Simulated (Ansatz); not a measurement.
## TiO$_{2}$: strain energy, fitted

TiO$_{2}$, I4_1/amd, a = 3.818 Å, c = 9.775 Å. The compound has several low-lying forms, and this is one of them. Ansatz: PBE+U, PAW, 420 eV, Γ-centred 6×6×4 mesh on 12 atoms, Gaussian smearing 0.02 eV; U_eff Ti 4.00 eV; no spin polarisation. Series: biaxial strain in the a-b plane, c and atoms relaxed; x is the strain in per cent. y is the free energy over the unstrained cell, V0 = 11.874 Å³/atom.

| x (%) | y (meV/atom) |
| --- | --- |
| -4.5 | 43.41 |
| -3.0 | 19.23 |
| -1.5 | 4.74 |
| 0.0 | 0.00 |
| 1.5 | ? |
| 3.0 | 18.77 |

Task: Fit y = c2 x² + c3 x³ to the other rows, turn c2 into a modulus, and predict the missing energy.

Result: Least squares on the rows shown. y = 2.1093 x² − 0.0077638 x³. In eV per unit strain² c2 is 21.09; M is the biaxial modulus (E = M V0 ε²): 21.09 × 160.2 / (11.874) = 285 GPa. At x = 1.5 the fit asked for gives 4.72 meV/atom. The run gave 4.80 meV/atom, so the fit is 0.08 meV/atom too low, a small miss on the scale of the series.